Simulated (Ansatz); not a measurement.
# Stress against strain in WSe2

```
CELL_PARAMETERS angstrom
3.29000 0.00000 0.00000
-1.64500 2.84922 0.00000
0.00000 0.00000 12.97000
ATOMIC_POSITIONS crystal
W 0.33333 0.66667 0.25000
W 0.66667 0.33333 0.75000
Se 0.33333 0.66667 0.62100
Se 0.66667 0.33333 0.12100
Se 0.33333 0.66667 0.87900
Se 0.66667 0.33333 0.37900
```

Atoms are numbered in the order listed.

Conventional cell: a = 3.290 Å, b = 3.290 Å, c = 12.970 Å, α = 90.00°, β = 90.00°, γ = 120.00°. Around W (atom 1) lie 6 Se at 2.53 Å. Se (atom 3) has 3 W at 2.53 Å as nearest neighbours.

The cell is COD entry 9009146, as deposited and not checked against the literature; nothing was relaxed.

No spin–orbit coupling, which matters for the heavy atoms here.

Computed with Ansatz 0.2.0, DFT, PBE, all-electron LAPW, scalar-relativistic.

Numerical set-up: a Γ-centred 11×11×3 k mesh, Fermi–Dirac smearing of 0.08 eV, basis error target 0.5 meV/atom, no spin polarisation.

The strain is applied along the Cartesian axes of the cell as listed (the other components stay zero). Fractional coordinates are held (clamped ions).

σ is the change of stress from the unstrained cell, which is at 3.75 GPa; tension is positive, so slopes are stress–strain coefficients at that pressure.

Only quantities that a quadratic follows smoothly over the whole series are listed; rougher ones are left out.

```csv
εzz,σzz (GPa),σxx (GPa)
-0.0300,-9.14,-3.46
-0.0200,-5.95,-2.23
-0.0100,-2.90,-1.08
0.0000,0.00,0.00
0.0200,5.40,1.94
0.0300,7.90,2.81
```

**Question.** Fit the series and read off the stiffness at zero strain.

**Answer.** Least-squares fits y = p0 + p1 x + p2 x² to the rows give σzz (GPa): p1 = 284, p2 = -690; σxx (GPa): p1 = 104, p2 = -360. So C33 = 284 GPa and C13 = 104 GPa, for these axes.

**Question.** One run, at εzz = 0.0100, is withheld. Predict its row.

**Answer.** The fits give 2.77, 1.01; the run gave 2.76, 1.00.
